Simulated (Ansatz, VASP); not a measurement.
## BiSe2: VASP beside Ansatz

```
Bi Se
1.0
     4.05443    0.00000    0.00000
    -2.02722    3.51125    0.00000
     0.00000    0.00000    6.21027
Bi Se
1 2
Direct
  0.00000 0.00000 0.00000
  0.33333 0.66667 0.26500
  0.66667 0.33333 0.73500
```

Alike in both runs: task single point; functional PBE; k mesh 10 × 10 × 6; no spin polarisation.

```csv
,VASP,Ansatz
version,VASP 6.6.1,Ansatz 0.2.0
potentials or method,"VASP PAW PBE potentials, release 64 (Bi_d, Se)",PAW plane waves
plane-wave cutoff (eV),520,420
occupations,"fermi-dirac, width 0.1 eV",fermi-dirac
valence electrons in the cell,27,47
```

```csv
,VASP,Ansatz,Ansatz less VASP
pressure (GPa),2.4,2.3,-0.04
largest component of the traceless stress (GPa),0.96,0.96,+0.003
rms of the force components (eV/Å),0.303,0.297,-0.0056
```

Atom by atom the forces differ by 0.006 eV/Å (rms over components). The two sets of potentials don't hold the same shells in valence. Ansatz warned: «structure_snapped_to_symmetry».

Caveats: this functional lacks dispersion, which binds the layers, so the pressure and a relaxed spacing across them are unreliable.
